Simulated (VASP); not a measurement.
# GaN (Fm-3m) in VASP: a series of runs, part 2 of 2

VASP 6.6.1. Earlier steps stand in the parts before.

## (3) G0W0 quasiparticle levels, PBE

Contents of POSCAR:

```
GaN
1.0
    0.0000000000      2.1352350000      2.1352350000
    2.1352350000      0.0000000000      2.1352350000
    2.1352350000      2.1352350000      0.0000000000
Ga N
1 1
Direct
    0.0000000000      0.0000000000      0.0000000000
    0.5000000000      0.5000000000      0.5000000000
```

Contents of INCAR.step1:

```
SYSTEM = GaN
PREC = Accurate
ENCUT = 450
EDIFF = 1E-8
ISMEAR = 0
SIGMA = 0.01
LREAL = .False.
LASPH = .True.
NELM = 100
ALGO = Normal
LWAVE = .True.
LCHARG = .False.
GGA = PE
```

Contents of INCAR.step2:

```
SYSTEM = GaN
PREC = Accurate
ENCUT = 450
EDIFF = 1E-8
ISMEAR = 0
SIGMA = 0.01
LREAL = .False.
LASPH = .True.
NELM = 1
ALGO = Exact
LWAVE = .True.
LCHARG = .False.
GGA = PE
NBANDS = 90
LOPTICS = .True.
ISTART = 1
```

Contents of INCAR.step3:

```
SYSTEM = GaN
PREC = Accurate
ENCUT = 450
EDIFF = 1E-8
ISMEAR = 0
SIGMA = 0.01
LREAL = .False.
LASPH = .True.
ALGO = EVGW0
LWAVE = .False.
LCHARG = .False.
GGA = PE
NELMGW = 1
NBANDS = 90
ENCUTGW = 150
NOMEGA = 64
PRECFOCK = Fast
ISTART = 1
NBANDSGW = 17
```

Contents of KPOINTS:

```
regular mesh
0
Gamma
  5 5 5
  0 0 0
```

Potentials or basis: VASP PAW PBE potentials, release 64 (Ga_d_GW, N_GW).

The run is started by

```console
> cat potpaw_PBE.64/Ga_d_GW/POTCAR potpaw_PBE.64/N_GW/POTCAR > POTCAR
> cp INCAR.step1 INCAR
> mpirun -np 1 vasp_std > vasp.out
> cp INCAR.step2 INCAR
> mpirun -np 1 vasp_std > vasp.out
> cp INCAR.step3 INCAR
> mpirun -np 1 vasp_std > vasp.out
```

OUTCAR:

```text
SYSTEM = GaN
   PREC = Accurate
   ENCUT = 450
   EDIFF = 1E-8
   ISMEAR = 0
   LREAL = .False.
   LASPH = .True.
   GGA = PE
   NELMGW = 1
   ENCUTGW = 150
   PRECFOCK = Fast
   ISTART = 1

 ion  position               nearest neighbor table
   1  0.000  0.000  0.000-   2 2.14   2 2.14   2 2.14   2 2.14   2 2.14   2 2.14
   2  0.500  0.500  0.500-   1 2.14   1 2.14   1 2.14   1 2.14   1 2.14   1 2.14

  LATTYP: Found a face centered cubic cell.
 ALAT       =     4.2704700000

  Lattice vectors:

 A1 = (   0.0000000000,   2.1352350000,   2.1352350000)
 A2 = (   2.1352350000,   0.0000000000,   2.1352350000)
 A3 = (   2.1352350000,   2.1352350000,   0.0000000000)

Analysis of symmetry for initial positions (statically):
=====================================================================
 Subroutine PRICEL returns:
 Original cell was already a primitive cell.

[... 128 lines left out ...]
  Fermi-wavevector in a.u.,A,eV,Ry     =   1.594814  3.013761 34.605481  2.543431
  Thomas-Fermi vector in A             =   2.692830
   LORBIT       =      0    0 simple, 1 ext, 2 COOP (PROOUT), +10 PAW based schemes
   GGA     = PE    functional components
   LHFCALC =     T    Hartree Fock is set to
   PRECFOCK=fast      Normal, Fast or Accurate (Low or Medium for compatibility)
   ENCUT4O =  -1.0   cutoff for four orbital integrals eV
   NKREDX  =     1    reduce k-point grid by
   NKREDY  =     1    reduce k-point grid by
   NKREDZ  =     1    reduce k-point grid by
   AEXX    =    1.0000 exact exchange contribution
   HFSCREEN=    0.0000 screening length (either q_TF or 0.3 A-1)
   HFSCREENC=   0.0000 screening length for correlation (either q_TF or 0.3 A-1)
   ENCUTFOCK=  -1.0 apply spherical cutoff to Coloumb kernel
   IVDW    =     0    specifies the selected vdW correction
   LEPSILON=     F    determine dielectric tensor
   LRPA    =     F    only Hartree local field effects (RPA)
   LRPAFORCE           =     F    calculate RPA forces
   ENCUTGW             = 150.0    cutoff for response function in eV
   ENCUTGWSOFT         = 120.0    soft cutoff for Coulomb kernel in GW response function in eV
   ENCUTLF             =  -1.0    cutoff for local field effects
   NELMGW              =     1    number of iterations in solving QP/BSE equation
   NELMHF              =     1    number of iterations in the inner HF iteration
   NKREDLFX            =     1    NKREDLFY  =   1   NKREDLFZ  =   1
 non-spin polarized calculation
 Gauss-broadening in eV      SIGMA  =   0.01
  energy-cutoff  :      450.00
  volume of cell :       19.47
 maximum number of plane-waves:       432
 NGX is ok and might be reduce to    24
  NGX = 14; NGY = 14; NGZ = 14
   NGX = 11   NGY = 11   NGZ = 11
 maximum number of plane-waves:        84
 NGX is ok and might be reduce to    14

 QP shifts <psi_nk| G(iteration)W_0 |psi_nk>: iteration 1
 for sc-GW calculations column KS-energies equals QP-energies in previous step
 and V_xc(KS)=  KS-energies - (<T + V_ion + V_H > + <T+V_H+V_ion>^1  + <V_x>^1)

 k-point   1 :       0.0000    0.0000    0.0000
  band No.  KS-energies  QP-energies   sigma(KS)   V_xc(KS)     V^pw_x(r,r')   Z            occupation Imag(sigma)

      1      -9.6701     -10.4529     -15.6366     -14.4805     -24.2658       0.6771       2.0000       1.3470
      2      -6.7790      -9.5470     -25.4806     -21.6622     -35.0194       0.7249       2.0000       0.1733
      3      -6.7790      -9.5470     -25.4806     -21.6622     -35.0194       0.7249       2.0000       0.1733
      4      -6.7790      -9.5470     -25.4806     -21.6622     -35.0194       0.7249       2.0000       0.1733
      5      -6.6909      -9.5042     -25.7287     -21.8495     -35.4605       0.7252       2.0000       0.2145
      6      -6.6909      -9.5042     -25.7287     -21.8495     -35.4605       0.7252       2.0000       0.2145
[... 185 lines left out ...]
      3      -6.7789      -9.5337     -25.4397     -21.6338     -35.0906       0.7238       2.0000       0.2216
      4      -6.6875      -9.4541     -25.5275     -21.7131     -35.1333       0.7253       2.0000       0.2015
      5      -6.5528      -9.3528     -25.7792     -21.9322     -35.3653       0.7278       2.0000       0.1724
      6      -4.5870      -6.1527     -21.3027     -19.1531     -29.6897       0.7283       2.0000       0.6120
[... 9 lines left out ...]
     16      33.8130      34.4008     -10.9062     -11.6293      -3.5885       0.8129       0.0000      -1.1766
     17      34.4219      35.3571     -13.0410     -14.1649      -5.5934       0.8321       0.0000      -1.4923
```

It took 1.7 min on 1 thread of Intel Xeon Platinum 8488C (Sapphire Rapids), shared host; peak memory 0.25 GiB.

Results:

* Band gap on the k mesh, mean-field level: 1.13 eV, indirect (least direct gap 2.35 eV)
* Quasiparticle gap: 1.96 eV
* Least direct quasiparticle gap: 3.28 eV

Caveat: the k mesh is coarse (spacing up to 0.51 Å⁻¹), so the values aren't converged; bands, screening cutoff and mesh are small and nothing is extrapolated, so the quasiparticle values aren't converged; an odd mesh through Γ misses points on the zone boundary, where band edges often lie.
